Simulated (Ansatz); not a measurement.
Ansatz input file:

```yaml
crystal:
  lattice:
    - [0.0, 3.1406499, 3.1406499]
    - [3.2394249, 0.0, 3.1406499]
    - [3.2394249, 3.1406499, 0.0]
  atoms:
    - { symbol: K, position: [0.0, 0.0, 0.0] }
    - { symbol: Br, position: [0.5, 0.5, 0.5] }
basis:
  ecutwfc: 420
kpoints:
  mp_grid: { grid: [6, 6, 6] }
hamiltonian:
  xc: pbe
scf:
  occupations: { method: gaussian, width: 0.02 }
output:
  forces: true
  stress: true
  eigenvalues: true
  populations: true
```

It can be run as
```bash
ansatz run input.yaml --threads 1 --pin off --backend cpu --events-out ev --progress --plain --runs-dir out  # memory cap (--max-ram) not shown
```

Theory: DFT PBE, scalar-relativistic, plane waves, PAW in Ansatz.

Abridged output (final results; tables in files aren't shown):

```
SCF 1 converged in 6 iterations: F = -4324.396001 eV  dr2 = 5.12e-9
SCF converged after 6 iterations
Free energy (F): -4324.396001 eV
Harris-Foulkes:  -4324.396001 eV  (|F-HF|=3.58e-9)
Internal energy: -4324.396001 eV  (E = F + TS)
E sigma→0 (E₀):  -4324.396001 eV
Fermi energy:    4.322947 eV
--- Per-component energies (eV) ---
  E_band       = -118.937995
  E_kinetic    = 390.128960
  E_local      = -791.263807  (includes V_loc(G=0)·N_el)
  E_nonlocal   = 83.155504
  E_hartree    = 255.028705
  E_xc         = -401.301827
  E_vxc        = -270.554812  (∫ρ·V_xc dr)
  E_paw        = -3028.464092  (= ΣΔE_a)
  E_vpaw       = -40.460267  (= ΣTr[D̂ρ^β])
  E_aug_tail   = -0.000003  (compensation charges beyond the density's cutoff)
  E_ewald      = -831.679442
  E_smearing   =  0.000000  (= −TS)
--- Forces (eV/Å), atoms counted from 1 ---
  atom   1  K      0.00000000     0.00000000     0.00000000
  atom   2  Br     0.00000000     0.00000000     0.00000000
--- Stress (GPa, compression-positive) ---
        2.232037       0.000000       0.000000
        0.000000       3.939720       0.000000
        0.000000       0.000000       3.939720
  P = ⅓ Tr σ = 3.3705 GPa (33.705 kbar)
--- Band table (eV; the first three rows and the last of 30) ---
  k-point 0: bands = ["-25.6151", "-10.5231", "-9.1055", "-9.1055", "-9.0989", "1.9098", "1.9433", "1.9433", "6.7025", "9.3954", "9.6053", "9.6053"]
  k-point 1: bands = ["-25.6125", "-10.5878", "-9.1059", "-9.1038", "-9.0133", "1.4846", "1.8018", "1.8211", "7.4295", "9.4179", "9.8442", "9.9601"]
  k-point 2: bands = ["-25.6071", "-10.6996", "-9.1102", "-9.1067", "-8.8481", "0.7900", "1.5825", "1.5951", "8.4617", "9.9454", "10.8210", "10.9176"]
  k-point 29: bands = ["-25.6008", "-10.4593", "-9.2346", "-9.1935", "-9.0465", "1.1305", "1.3685", "1.4083", "8.4396", "10.3787", "10.4064", "11.6672"]
--- Löwdin populations: 2 sites ---
  site symbol q [e]
     0      K      8.2948
     1     Br      7.6483
  spilling = 0.003558 (of n_electrons = 16.000000)
```

The run converged.